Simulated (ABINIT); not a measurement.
Runs of ABINIT 10.8.3 (patched build) on CuAu. It takes space group P4/mmm (No. 123, tetragonal). The conventional cell has a = 2.811 Å, b = 2.811 Å, c = 3.685 Å, α = 90.00°, β = 90.00°, γ = 90.00°. Au (site symmetry 4/mmm) is surrounded by 8 Cu at 2.71 Å and 4 Au at 2.81 Å. Cu (site symmetry 4/mmm) has 8 Au at 2.71 Å and 4 Cu at 2.81 Å as nearest neighbours. 

| task | level | potentials or basis | cell | smearing | cell freedom (optcell) | cutoff smearing ecutsm (Ha) | optimiser (ionmov) | force stop (Ha/bohr) | gap on the mesh (eV) | pressure (GPa) | relaxed volume (Å³/atom) |
| --- | --- | --- | --- | --- | --- | --- | --- | --- | --- | --- | --- |
| single point | PBE | JTH PAW PBE v2.0 | as given | methfessel-paxton 0.1 eV | - | - | - | - | none | 4.6 | - |
| single point | PBE | JTH PAW PBE v2.0 | as given | gaussian 0.1 eV | - | - | - | - | none | 4.6 | - |
| relaxation of cell and atoms | LDA | JTH PAW LDA v2.0 | relaxed | fermi-dirac 0.05 eV | 2 | 0.5 | 2 | 0.0001 | none | 0.0 | 13.80 |
| single point | PBE | JTH PAW PBE v2.0 | as given | cold (ABINIT) 0.1 eV | - | - | - | - | none | 4.6 | - |
| relaxation of cell and atoms | PBEsol | JTH PAW PBE v2.0 | relaxed | fermi-dirac 0.05 eV | 2 | 0.5 | 2 | 0.0001 | none | 0.0 | (a) |

Alike in all rows: no spin polarisation; k mesh 9 × 9 × 7; cutoff (eV) 707.

Q: Fill in the values left out.

A: (a) 14.26.

Caveats: the PAW data sets were made with another functional, which shifts forces and pressure a little (some runs).

A k mesh can miss the band edges, and the runs leave out spin-orbit coupling on Au.

A gap of «none» marks a metal or a gap under the smearing width.
